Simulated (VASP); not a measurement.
# ZnO (zincite) (P6_3mc) in VASP: settings compared

The runs below take ZnO (zincite) through single point, relaxation of cell and atoms, with RPBE+D3(BJ), LDA, BLYP+D3(BJ), r2SCAN+rVV10.

Program: VASP 6.6.1. These are calculated values, not measurements. Logs are shortened: lines on timing, memory, paths and dates and some standing lists are left out, and cuts for length are marked.

**The experiment to reproduce.**

From “Electronic structure of alkaline earth and post-transition metal oxides”, 2009, arxiv:0908.1581, for a bulk crystal of ZnO: band gap 3.37 eV.

How close the calculation comes is told below.

### 1 Starting point

Symmetry: P6_3mc, No. 186, hexagonal system. Conventional cell: a = 3.208 Å, b = 3.208 Å, c = 5.126 Å, α = 90.00°, β = 90.00°, γ = 120.00°. Zn (site symmetry 3m) has 4 O at 1.95 to 1.96 Å as nearest neighbours. O (site symmetry 3m) is surrounded by 4 Zn at 1.95 to 1.96 Å.

### 2 Single point, RPBE+D3(BJ)

INCAR

```
ALGO     = Normal         # electronic algorithm
EDIFF    = 1E-6           # SCF threshold, eV
ENCUT    = 520            # plane-wave cutoff, eV
GGA      = RP             # functional
ISIF     = 2              # what is computed and relaxed
ISMEAR   = -1             # smearing method
IVDW     = 12             # dispersion correction
LASPH    = True           # aspherical terms in the spheres
LCHARG   = True           # write CHGCAR
LELF     = True           # ELF
LREAL    = False          # projectors in reciprocal space
LVHAR    = True         
LWAVE    = False          # write WAVECAR
NBANDS   = 26             # bands
NELM     = 60             # most SCF steps
PREC     = Accurate       # precision mode
SIGMA    = 0.05           # smearing width, eV
```

KPOINTS

```
k-points
0
Gamma
  9 9 5
```

POSCAR

```
ZnO
1.0
    3.2079207382      0.0000000000      0.0000000000
   -1.6039603691      2.7781408526      0.0000000000
    0.0000000000      0.0000000000      5.1262678030
Zn O
2 2
Direct
    0.6666666667      0.3333333333     -0.0016511443
    0.3333333333      0.6666666667      0.4983488557
    0.3333333333      0.6666666667      0.8806611443
    0.6666666667      0.3333333333      0.3806611443
```

Potentials or basis: VASP PAW PBE potentials, release 64 (Zn, O).

Run with:

```sh
$ cat potpaw_PBE.64/Zn/POTCAR potpaw_PBE.64/O/POTCAR > POTCAR
$ mpirun -np 1 vasp_std > vasp.out
```

OUTCAR:

```text
EDIFF = 1E-6
   ENCUT = 520
   GGA = RP
   ISIF = 2
   ISMEAR = -1
   IVDW = 12
   LASPH = True
   LREAL = False
   NELM = 60
   PREC = Accurate
 IVDW          = 12

 ion  position               nearest neighbor table
   1  0.667  0.333  0.998-   3 1.95   3 1.95   3 1.95   4 1.96
   2  0.333  0.667  0.498-   4 1.95   4 1.95   4 1.95   3 1.96
   3  0.333  0.667  0.881-   1 1.95   1 1.95   1 1.95   2 1.96
   4  0.667  0.333  0.381-   2 1.95   2 1.95   2 1.95   1 1.96

  LATTYP: Found a hexagonal cell.
 ALAT       =     3.2079207382
 C/A-ratio  =     1.5980032617

  Lattice vectors:

 A1 = (   3.2079207382,   0.0000000000,   0.0000000000)
 A2 = (  -1.6039603691,   2.7781408526,   0.0000000000)
 A3 = (   0.0000000000,   0.0000000000,   5.1262678030)

Analysis of symmetry for initial positions (statically):
=====================================================================
 Subroutine PRICEL returns:
 Original cell was already a primitive cell.

 Routine SETGRP: Setting up the symmetry group for a
 hexagonal supercell.

 Subroutine GETGRP returns: Found 12 space group operations
 (whereof  6 operations were pure point group operations)
 out of a pool of 24 trial point group operations.

The static configuration has the point symmetry C_3v.
 The point group associated with its full space group is C_6v.

Analysis of symmetry for dynamics (positions and initial velocities):
=====================================================================
 Subroutine PRICEL returns:
 Original cell was already a primitive cell.

 Routine SETGRP: Setting up the symmetry group for a
 hexagonal supercell.

 Subroutine GETGRP returns: Found 12 space group operations
 (whereof  6 operations were pure point group operations)
 out of a pool of 24 trial point group operations.

The dynamic configuration has the point symmetry C_3v.
 The point group associated with its full space group is C_6v.

 Subroutine INISYM returns: Found 12 space group operations
 (whereof  6 operations are pure point group operations),
 and found     1 'primitive' translations

----------------------------------------------------------------------------------------

                                     Primitive cell

  volume of cell :      45.6856

  direct lattice vectors                    reciprocal lattice vectors
     3.207920738  0.000000000  0.000000000     0.311728400  0.179976476  0.000000000
    -1.603960369  2.778140853  0.000000000     0.000000000  0.359952952  0.000000000
     0.000000000  0.000000000  5.126267803     0.000000000  0.000000000  0.195073695

  length of vectors
     3.207920738  3.207920738  5.126267803     0.359952952  0.359952952  0.195073695

  position of ions in fractional coordinates (direct lattice)
     0.666666667  0.333333333  0.998348856
     0.333333333  0.666666667  0.498348856
     0.333333333  0.666666667  0.880661144
     0.666666667  0.333333333  0.380661144

  ion indices of the primitive-cell ions
   primitive index   ion index
                 1           1
                 2           2
                 3           3
                 4           4

----------------------------------------------------------------------------------------

 KPOINTS: k-points

Automatic generation of k-mesh.
 Grid dimensions read from file:
 generate k-points for:    9    9    5

 Generating k-lattice:

  Cartesian coordinates                     Fractional coordinates (reciprocal lattice)
     0.034636489  0.019997386  0.000000000     0.111111111 -0.000000000  0.000000000
     0.000000000  0.039994772  0.000000000     0.000000000  0.111111111  0.000000000
     0.000000000  0.000000000  0.039014739     0.000000000  0.000000000  0.200000000

  Length of vectors
     0.039994772  0.039994772  0.039014739

  Shift w.r.t. Gamma in fractional coordinates (k-lattice)
     0.000000000  0.000000000  0.000000000

 Subroutine IBZKPT returns following result:
 ===========================================

 Found     36 irreducible k-points:

 Following reciprocal coordinates:
            Coordinates               Weight
  0.000000  0.000000  0.000000      1.000000
  0.111111  0.000000  0.000000      6.000000
  0.222222  0.000000  0.000000      6.000000
  0.333333  0.000000  0.000000      6.000000
  0.444444  0.000000  0.000000      6.000000
  0.111111  0.111111  0.000000      6.000000
[... 16 lines left out ...]
  0.333333  0.222222  0.200000     24.000000
  0.333333  0.333333  0.200000      4.000000
 [... further k-points ...]
   k-points           NKPTS =     36   k-points in BZ     NKDIM =     36   number of bands    NBANDS=     26
   number of dos      NEDOS =    301   number of ions     NIONS =      4
   total plane-waves  NPLWV =  23040
   dimension x,y,z NGX =    24 NGY =   24 NGZ =   40
   dimension x,y,z NGXF=    48 NGYF=   48 NGZF=   80
   ions per type =               2   2
   NGX,Y,Z   is equivalent  to a cutoff of  12.44, 12.44, 12.97 a.u.
   NGXF,Y,Z  is equivalent  to a cutoff of  24.88, 24.88, 25.94 a.u.
 SYSTEM =  unknown system
   PREC   = accura    normal or accurate (medium, high low for compatibility)
   ISTART =      0    job   : 0-new  1-cont  2-samecut
   ICHARG =      2    charge: 1-file 2-atom 10-const
   ISPIN  =      1    spin polarized calculation?
   LNONCOLLINEAR =      F non collinear calculations
   LSORBIT =      F    spin-orbit coupling
   LASPH  =      T    aspherical Exc in radial PAW
   ENCUT  =  520.0 eV  38.22 Ry    6.18 a.u.   5.96  5.96  9.53*2*pi/ulx,y,z
   NELM   =     60;   NELMIN=  2; NELMDL= -5     # of ELM steps
   EDIFF  = 0.1E-05   stopping-criterion for ELM
   LREAL  =      F    real-space projection
   EDIFFG = 0.1E-04   stopping-criterion for IOM
   NSW    =      0    number of steps for IOM
   IBRION =     -1    ionic relax: 0-MD 1-quasi-New 2-CG
   NFREE  =      0    steps in history (QN), initial steepest desc. (CG)
   ISIF   =      2    stress and relaxation
   ISYM   =      2    0-nonsym 1-usesym 2-fastsym
   POTIM  = 0.5000    time-step for ionic-motion
   TEBEG  =    0.0;   TEEND  =   0.0 temperature during run
   PSTRESS=    0.0 pullay stress
   NELECT =      36.0000    total number of electrons
   NUPDOWN=      -1.0000    fix difference up-down
   EMIN   =  10.00;   EMAX   =-10.00  energy-range for DOS
   EFERMI =   0.00;   METHOD = LEGACY
   ISMEAR =    -1;   SIGMA  =   0.05  broadening in eV -4-tet -1-fermi 0-gaus
   EFERMI_NEDOS =   21; number of points for ismear=-14 and -15
   IALGO  =     38    algorithm
   IMIX   =      4    mixing-type and parameters
     AMIX     =   0.40;   BMIX     =  1.00
     AMIX_MAG =   1.60;   BMIX_MAG =  1.00
  volume/ion in A,a.u.               =      11.42        77.08
  Fermi-wavevector in a.u.,A,eV,Ry     =   1.512107  2.857468 31.109292  2.286468
  Thomas-Fermi vector in A             =   2.622076
   LORBIT       =      0    0 simple, 1 ext, 2 COOP (PROOUT), +10 PAW based schemes
   GGA     = RP    functional components
   LHFCALC =     F    Hartree Fock is set to
   AEXX    =    0.0000 exact exchange contribution
   IVDW    =    12    specifies the selected vdW correction
   LEPSILON=     F    determine dielectric tensor
   LRPA    =     F    only Hartree local field effects (RPA)
 non-spin polarized calculation
  energy-cutoff  :      520.00
  volume of cell :       45.69
 maximum number of plane-waves:      1254
 NGX is ok and might be reduce to    24
   NGX = 11   NGY = 11   NGZ = 19

 number of electron      36.0000011 magnetization

 Free energy of the ion-electron system (eV)
  ---------------------------------------------------
  ext. energy  EPLUGINS =         0.00000000
  ---------------------------------------------------
  free energy    TOTEN  =       -16.08563361 eV

  energy without entropy =      -16.08563264  energy(sigma->0) =      -16.08563313

 E-fermi :   2.2722     XC(G=0): -10.8811

 val. band max:        1.7668081835   @ k =   0.0000   0.0000   0.0000
 cond. band min:       2.7036898169   @ k =   0.0000   0.0000   0.0000
 fundamental gap:      0.9368816334
 Fermi energy:         2.2721920936

 k-point     1 :       0.0000    0.0000    0.0000
  band No.  band energies     occupation
      1     -16.7534      2.00000
      2     -15.9720      2.00000
      3      -4.1360      2.00000
      4      -4.1360      2.00000
      5      -4.1326      2.00000
      6      -4.0363      2.00000
[... 18 lines left out ...]
     25      16.2295      0.00000
     26      16.2655      0.00000

 k-point     2 :       0.1111    0.0000    0.0000
  band No.  band energies     occupation
      1     -16.6819      2.00000
      2     -15.9410      2.00000
      3      -4.2228      2.00000
      4      -4.0928      2.00000
      5      -4.0361      2.00000
      6      -3.9991      2.00000
[... 18 lines left out ...]
     25      16.3997      0.00000
     26      16.4311      0.00000

 k-point     3 :       0.2222    0.0000    0.0000
  band No.  band energies     occupation
      1     -16.4914      2.00000
      2     -15.8673      2.00000
      3      -4.3882      2.00000
      4      -4.0376      2.00000
      5      -3.9899      2.00000
      6      -3.8685      2.00000
[... 18 lines left out ...]
     25      15.5421      0.00000
     26      16.4028      0.00000

 k-point     4 :       0.3333    0.0000    0.0000
  band No.  band energies     occupation
      1     -16.2485      2.00000
      2     -15.7997      2.00000
      3      -4.4814      2.00000
      4      -4.1059      2.00000
      5      -3.8932      2.00000
      6      -3.6922      2.00000
[... 18 lines left out ...]
     25      15.5311      0.00000
     26      16.2394      0.00000
[... 496 lines left out ...]
      1     -16.0947      2.00000
      2     -15.8113      2.00000
      3      -4.3346      2.00000
      4      -4.2319      2.00000
      5      -3.8105      2.00000
      6      -3.7966      2.00000
[... 18 lines left out ...]
     25      14.1298      0.00000
     26      17.4551      0.00000

 k-point    23 :       0.3333    0.2222    0.2000
  band No.  band energies     occupation
      1     -15.9422      2.00000
      2     -15.8026      2.00000
      3      -4.2410      2.00000
      4      -4.0776      2.00000
      5      -3.8698      2.00000
      6      -3.6608      2.00000
[... 18 lines left out ...]
     25      14.9468      0.00000
     26      16.5314      0.00000

 k-point    24 :       0.3333    0.3333    0.2000
  band No.  band energies     occupation
      1     -15.8449      2.00000
      2     -15.8449      2.00000
      3      -4.1223      2.00000
      4      -3.9311      2.00000
      5      -3.9311      2.00000
      6      -3.5780      2.00000
[... 18 lines left out ...]
     25      15.6101      0.00000
     26      16.8282      0.00000

 [... further k-points ...]

------------------------ aborting loop because EDIFF is reached ----------------------------------------

 Edisp (eV)   -3.53928

 E8    (eV) :    -1.9941

  FORCE on cell =-STRESS in cart. coord.  units (eV):
  Direction    XX          YY          ZZ          XY          YZ          ZX
  --------------------------------------------------------------------------------------
  -------------------------------------------------------------------------------------
  Total       0.40738     0.40738     0.39771     0.00000     0.00000     0.00000
  in kB      14.28669    14.28669    13.94742     0.00000     0.00000     0.00000
  external pressure =       14.17 kB  Pullay stress =        0.00 kB

 VOLUME and BASIS-vectors are now :
 -----------------------------------------------------------------------------
  energy-cutoff  :      520.00
  volume of cell :       45.69
      direct lattice vectors                 reciprocal lattice vectors
     3.207920738  0.000000000  0.000000000     0.311728400  0.179976476  0.000000000
    -1.603960369  2.778140853  0.000000000     0.000000000  0.359952952  0.000000000
     0.000000000  0.000000000  5.126267803     0.000000000  0.000000000  0.195073695

 POSITION                                       TOTAL-FORCE (eV/Angst)
 -----------------------------------------------------------------------------------
      1.60396      0.92605      5.11780         0.000000     -0.000000     -0.001228
     -0.00000      1.85209      2.55467        -0.000000      0.000000     -0.001228
     -0.00000      1.85209      4.51450        -0.000000      0.000000      0.001228
      1.60396      0.92605      1.95137         0.000000     -0.000000      0.001228
 -----------------------------------------------------------------------------------
    total drift:                                0.000001      0.000002     -0.000043

  FREE ENERGIE OF THE ION-ELECTRON SYSTEM (eV)
  ---------------------------------------------------
  free  energy   TOTEN  =       -19.6249170752 eV

  energy  without entropy=      -19.6249161054  energy(sigma->0) =      -19.62491659
```

Run time: 43 s. Hardware: 1 thread of AMD EPYC 7R13 (Zen 3), shared host; peak memory 0.16 GiB.

Results:

```
Free energy                : -19.6249 eV
Pressure                   : 1.4 GPa
Band gap on the k mesh     : 0.94 eV, direct
Dispersion energy per atom : -0.885 eV
```

Levels at points of the mesh, in eV from the valence-band top:
| k point | band 16 | band 17 | band 18 | band 19 | band 20 | band 21 |
| --- | --- | --- | --- | --- | --- | --- |
| (0.00, 0.00, 0.00) | -0.11 | 0.00 | 0.00 | 0.94 | 5.43 | 8.52 |

Caveat: the PAW data sets were made with another functional, which shifts forces and pressure a little.

(Part 1 of 3 ends here.)
